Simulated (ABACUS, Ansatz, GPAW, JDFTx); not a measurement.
**Cost and result for the equilibrium volume of MgO**

```
Mg O
1.0
     0.00000    2.09700    2.09700
     2.09700    0.00000    2.09700
     2.09700    2.09700    0.00000
Mg O
1 1
Direct
  0.00000 0.00000 0.00000
  0.50000 0.50000 0.50000
```

```csv
rung,level,program and potentials,cutoff (eV),k mesh,smearing,task,core time,chip,equilibrium volume (Å³/atom),notes
GGA + dispersion,BLYP+D3(BJ),"Ansatz, all-electron LAPW, scalar-relativistic",-,11 × 11 × 11,fermi-dirac 0.05,relaxation of cell and atoms,14 s,Arm Neoverse V1,9.11,-
GGA + dispersion,BLYP+D4,"Ansatz, all-electron LAPW, scalar-relativistic",-,11 × 11 × 11,fermi-dirac 0.05,relaxation of cell and atoms,18 s,Arm Neoverse V1,9.40,-
GGA,revPBE,"Ansatz, all-electron LAPW, scalar-relativistic",-,11 × 11 × 11,fermi-dirac 0.05,relaxation of cell and atoms,24 s,Intel Xeon Platinum 8259CL Skylake/Cascade Lake,9.86,-
LDA,LDA,"ABACUS, PseudoDojo NC SR 0.4.1 LDA standard, plane waves",1143,9 × 9 × 9,fermi-dirac 0.05,relaxation of cell and atoms,33 s,Intel Xeon 6975P-C Granite Rapids,9.01,-
GGA,SOGGA,"ABACUS, PseudoDojo NC SR 0.4.1 PBE standard, plane waves",1143,9 × 9 × 9,fermi-dirac 0.05,equation of state,52 s,Intel Xeon Platinum 8488C Sapphire Rapids,9.35,potentials made for PBE; fit through 4 volumes
GGA,PBE,"GPAW, GPAW PAW data sets (gpaw-data 1.2.1)",800,9 × 9 × 9,fermi-dirac 0.05,equation of state,64 s,Arm Neoverse V1,9.63,-
GGA + dispersion,PBE+D3(BJ),"JDFTx, PseudoDojo-SR-PBE-0.5-standard",1143,11 × 11 × 11,fermi-dirac 0.05,relaxation of cell and atoms,69 s,Intel Xeon 6975P-C Granite Rapids,9.30,-
GGA,PBE,"ABACUS, GBRV ultrasoft 1.5 PBE, plane waves",544,9 × 9 × 9,fermi-dirac 0.05,equation of state,83 s,AMD EPYC 9R14 Zen 4,9.64,fit through 4 volumes
```

Times are single runs on shared hosts and different chips, so they are rough; meshes, cutoffs and the tasks' sizes weigh on the time. All rows: no spin polarisation. Smearing widths are in eV. Meshes differ between rows, which moves values too. Meshes are those of the run's cell of 2 atoms unless a note names another. Relaxations start from the cell shown or near it and stop with a little pressure left. The cell shown, of 9.22 Å³ an atom, is the runs' start and not the measured value. Misses use the values as printed. Runs on faulty files, with rough fits or with known faults for this quantity aren't shown. No row holds spin-orbit coupling.

Measured: 9.34 Å³/atom at 300 K (arxiv:1807.05012).

Question: Which of the timed runs is the cheapest that comes within 1.5 % of the measured equilibrium volume?

Answer: BLYP+D4 (Ansatz, all-electron LAPW, scalar-relativistic): 9.40 Å³/atom in 18 s. One crystal doesn't make the level reliable, since errors can cancel. The runs are for a static lattice, while measurements hold temperature and zero-point motion.

BLYP+D4 meets the target at 9.40 Å³/atom, whereas BLYP+D3(BJ), in the same program and on the same mesh, falls short at 9.11. The choice of dispersion model therefore decides whether BLYP qualifies. In MgO the cation has lost its polarisable 3s shell, so dispersion coefficients close to those of neutral magnesium would pull the lattice too tight; the charge dependence in D4 probably moderates this.

The other rows follow the familiar pattern for an ionic solid, in which the volume reflects a balance between Madelung attraction and closed-shell repulsion. LDA overbinds, while PBE and, more strongly, revPBE favour inhomogeneous densities and expand the lattice. PBE+D3(BJ) lies much closer to experiment than either PBE run, which suggests that the added attraction offsets PBE's underbinding.

Thermal and zero-point expansion both enlarge the measured cell, so a static reference would lie below 9.34 Å³/atom. That would widen the miss of BLYP+D4, so its close agreement supports the choice for this target more than it does the accuracy of its static equation of state.
